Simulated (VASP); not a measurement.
HfO2, 12 atoms in the cell. Symmetry: Pca2_1, No. 29, orthorhombic system. Conventional cell: a = 5.266 Å, b = 5.047 Å, c = 5.077 Å, α = 90.00°, β = 90.00°, γ = 90.00°. Around Hf (site symmetry 1) lie 7 O at 2.04 to 2.26 Å. Around O (site symmetry 1) lie 3 Hf at 2.04 to 2.14 Å. O (site symmetry 1) is surrounded by 4 Hf at 2.12 to 2.26 Å. Measurements of this composition are mostly on another form, of space group No. 14.

```yaml
Program: VASP 6.6.1
Task: relaxation of cell and atoms
Functional: PBE
Potentials_or_basis: VASP PAW PBE potentials, release 64 (Hf_pv, O)
Cutoff: 600 eV
k_mesh: 6 × 6 × 6
Occupations: gaussian, width 0.02 eV
Spin: no spin polarisation
Further_INCAR_settings: ALGO = Fast; EDIFF = 1e-06; IBRION = 2; EDIFFG = -0.005; NSW = 80; ISIF = 3
```

Potentials or basis: VASP PAW PBE potentials, release 64 (Hf_pv, O).

Launch:

```console
$ cat potpaw_PBE.64/Hf_pv/POTCAR potpaw_PBE.64/O/POTCAR > POTCAR
$ mpirun -np 8 vasp_std > vasp.out
```

Hardware: 8 MPI ranks on Intel(R) Xeon(R) Platinum 8559C (Emerald Rapids), with other jobs on the host.

**Question.** How long does it take, and how much memory?

**Answer.** Run time: 2.3 min on 8 MPI ranks on Intel(R) Xeon(R) Platinum 8559C (Emerald Rapids) (shared host), peak memory 0.56 GiB a rank. Counts: scf iterations 18, k points 64, ion steps 1.
